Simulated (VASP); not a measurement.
A run of VASP 6.6.1 is set up as follows.

The input INCAR:

```
  PREC = Accurate
  ENCUT = 520
  EDIFF = 1E-7
  ISMEAR = 1
  SIGMA = 0.1
  LREAL = False
  LASPH = True
  NELM = 80
  ALGO = Normal
  ISIF = 2
  LWAVE = False
  LCHARG = False
  GGA = PS
  NBANDS = 11
  ICORELEVEL = 1
```

The input KPOINTS:

```
regular mesh
0
Gamma
  14 14 27
```

File POSCAR:

```
Pt
1.0
    2.7689424700      0.0000000000      0.0000000000
    0.0000000000      2.7689424700      0.0000000000
    1.3844712400      1.3844712400      1.9579380000
Pt
1
Direct
    0.0000000000      0.0000000000      0.0000000000
```

Potentials or basis: VASP PAW PBE potentials, release 64 (Pt).

The run is started by

```sh
$ cat potpaw_PBE.64/Pt/POTCAR > POTCAR
$ mpirun -np 1 vasp_std > vasp.out
```

Estimate the pressure.

-0.1 GPa.

Estimate the band gap on the k mesh.

none (metal or under the smearing width).

Core levels (eV, on the scale of the bands):
```csv
atom,levels
1 Pt,"1s -78387.2, 2s -13756.9, 2p -11917.2, 3s -3220.8, 3p -2685.3, 3d -2105.6, 4s -681.1, 4p -505.5, 4d -292.6, 4f -56.0, 5s -87.4, 5p -41.5"
```

Caveat: the PAW data sets were made with another functional, which shifts forces and pressure a little. Spin-orbit coupling is left out, which matters for the levels of Pt.
